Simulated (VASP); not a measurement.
## K: single point with optPBE-vdW

The system is K.

```
CELL_PARAMETERS angstrom
4.45977 -6.50323 0.00000
4.45977 6.50323 0.00000
0.00000 0.00000 8.65912
ATOMIC_POSITIONS crystal
K 0.00000 0.50000 0.25271
K 0.50000 0.00000 0.25271
K 0.50000 0.00000 0.74729
K 0.00000 0.50000 0.74729
K 0.00000 0.00000 0.00000
```

This isn't the form of K at room conditions, which is bcc.

* Program: VASP 6.6.1
* Task: single point
* Functional: optPBE-vdW
* Potentials or basis: VASP PAW PBE potentials, release 64 (K_sv)
* Cutoff: 520 eV
* k mesh: 4 × 4 × 3
* Occupations: methfessel-paxton, width 0.2 eV
* Spin: no spin polarisation
* Further INCAR settings: ALGO = Fast; EDIFF = 1.00e-06; NBANDS = 30

The pressure is -0.1 GPa. The largest force is 0.036 eV/Å and the band gap on the k mesh is none (metal or under the smearing width).

Forces in eV/Å, atoms in the order of the input:
```
K    0.000  0.000  0.036
K    0.000  0.000  0.036
K    0.000  0.000 -0.036
K    0.000  0.000 -0.036
K    0.000  0.000  0.000
```

Stress tensor (GPa, compression positive):
```
-0.09  0.00  0.00
 0.00 -0.14  0.00
 0.00  0.00  0.07
```

Levels at points of the mesh, in eV from the Fermi level:
| k point | band 19 | band 20 | band 21 | band 22 | band 23 | band 24 | band 25 | band 26 |
| --- | --- | --- | --- | --- | --- | --- | --- | --- |
| (0.00, 0.00, 0.00) | -15.89 | -15.88 | -1.83 | 0.24 | 0.36 | 0.66 | 0.82 | 1.13 |
| (0.50, 0.00, 0.00) | -15.89 | -15.88 | -1.21 | -0.94 | 0.63 | 0.86 | 0.89 | 0.90 |
| (0.50, 0.50, 0.00) | -15.89 | -15.89 | -1.18 | -0.55 | 0.10 | 0.37 | 0.79 | 0.97 |

Wall time 7.3 min on 1 thread of Intel(R) Xeon(R) 6975P-C (Granite Rapids) (shared host), peak memory 1.6 GiB.

Caveat: the PAW data sets were made with another functional, which shifts forces and pressure a little.
